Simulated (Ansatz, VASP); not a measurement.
SnO2 in VASP and in Ansatz

File INCAR:

```
  ALGO = Normal
  EDIFF = 1E-8
  ENCUT = 520
  GGA = PE
  ISIF = 2
  ISMEAR = -1
  LASPH = True
  LCHARG = False
  LEFG = True
  LREAL = False
  LWAVE = False
  NBANDS = 35
  NELM = 80
  PREC = Accurate
  SIGMA = 0.03
```

KPOINTS

```
k-points
0
Gamma
  4 4 6
```

POSCAR

```
SnO2
1.0
    4.6733239081      0.0000000000      0.0000000000
    0.0000000000      4.6733239081      0.0000000000
    0.0000000000      0.0000000000      3.1433352615
Sn O
2 4
Direct
    0.0000000000      0.0000000000      0.0000000000
    0.5000000000      0.5000000000      0.5000000000
    0.3056200000      0.3056200000      0.0000000000
    0.1943800000      0.8056200000      0.5000000000
    0.6943800000      0.6943800000      0.0000000000
    0.8056200000      0.1943800000      0.5000000000
```

Input for Ansatz:

```yaml
crystal:
  lattice:
    - [4.6733239081, 0.0, 0.0]
    - [0.0, 4.6733239081, 0.0]
    - [0.0, 0.0, 3.1433352615]
  atoms:
    - { symbol: Sn, position: [0.0, 0.0, 0.0] }
    - { symbol: Sn, position: [0.5, 0.5, 0.5] }
    - { symbol: O, position: [0.30562, 0.30562, 0.0] }
    - { symbol: O, position: [0.19438, 0.80562, 0.5] }
    - { symbol: O, position: [0.69438, 0.69438, 0.0] }
    - { symbol: O, position: [0.80562, 0.19438, 0.5] }
kpoints:
  mp_grid: { grid: [4, 4, 6] }
scf:
  occupations: { method: fermi_dirac, width: 0.03 }
hamiltonian:
  xc: pbe
  pseudopotentials: { kind: all_electron, datasets: crystal }
output:
  forces: true
  stress: true
  eigenvalues: true
  efg: { contact_densities: true }
```

Change from the starting cell: volume scaled by 0.96, crystal datasets.

Alike in both runs: task electric field gradients; functional PBE; k mesh 4 × 4 × 6; occupations fermi-dirac, width 0.03 eV; no spin polarisation.

```csv
,VASP,Ansatz
version,VASP 6.6.1,Ansatz 0.2.0
potentials or method,"VASP PAW PBE potentials, release 64 (Sn_d, O)","all-electron PAW with datasets made for the crystal, scalar-relativistic"
plane-wave cutoff (eV),520,see its input
```

```csv
,VASP,Ansatz,Ansatz less VASP
gap on the k mesh at the Fermi level (eV),1.73,1.75,+0.012
pressure (GPa),22.0,21.2,-0.89
largest component of the traceless stress (GPa),3.64,3.39,-0.251
rms of the force components (eV/Å),0.095,0.086,-0.0098
Vzz of the field gradient on the site that differs most (V/Å²),61.0,63.3,+2.32
```

Atom by atom the forces differ by 0.010 eV/Å (rms over components). Ansatz ran all-electron here, so the differences hold the error of VASP's frozen core and of both bases. Ansatz warned: «gradients_without_spin_orbit».

Caveats: so large a pressure means that the cell lies far from this level's equilibrium, or that cutoff or potentials fall short (VASP); spin-orbit coupling is left out, which moves the levels of the heavy elements.
